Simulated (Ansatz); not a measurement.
## AlCu under changes of volume

One of the cells (13.466 Å³/atom); the others are scaled copies at fixed shape and fractional positions:

```
CELL_PARAMETERS angstrom
2.99751 0.00000 0.00000
0.00000 2.99751 0.00000
0.00000 0.00000 2.99751
ATOMIC_POSITIONS crystal
Cu 0.50000 0.50000 0.50000
Al 0.00000 0.00000 0.00000
```

The cell comes from a database or a generator and needn't be the stable form of this composition.

```yaml
Program: Ansatz 0.2.0
Functional: r2SCAN
Potentials_or_basis: Ansatz PAW
Cutoff: "500 eV (not typed: the program's choice for these potentials)"
k_mesh: 9 × 9 × 9
Occupations: fermi-dirac, width 0.05 eV
Spin: no spin polarisation
```

| volume (Å³/atom) | energy over the lowest point (meV/atom) | pressure (GPa) |
| --- | --- | --- |
| 12.658 | 2.46 | 3.0 |
| 12.928 | 0.00 | 0.1 |
| 13.197 | 2.27 | -2.6 |
| 13.466 | ? | ? |
| 13.736 | 18.81 | -7.0 |
| 14.005 | 32.16 | -8.8 |
| 14.274 | 48.35 | -10.4 |

Problem. What does the run at 13.466 Å³/atom give?

Solution. Energy over the lowest point 8.70 meV/atom; pressure -4.9 GPa.

Worked out: A Birch-Murnaghan fit of order 3 (a polynomial in V^(-2/3)) to the other rows has its minimum at 12.93 Å³/atom with B0 = V·E''(V) = 134 GPa and B' = 5.0. It gives 8.68 meV/atom at 13.466 Å³/atom, against the run's 8.70, and -dE/dV = -5.0 GPa, against -4.9.

Energies are extrapolated to zero smearing.

Caveats: the PAW data sets come from PBE, with cores solved anew for the run's functional, which leaves a small shift of forces and pressure.
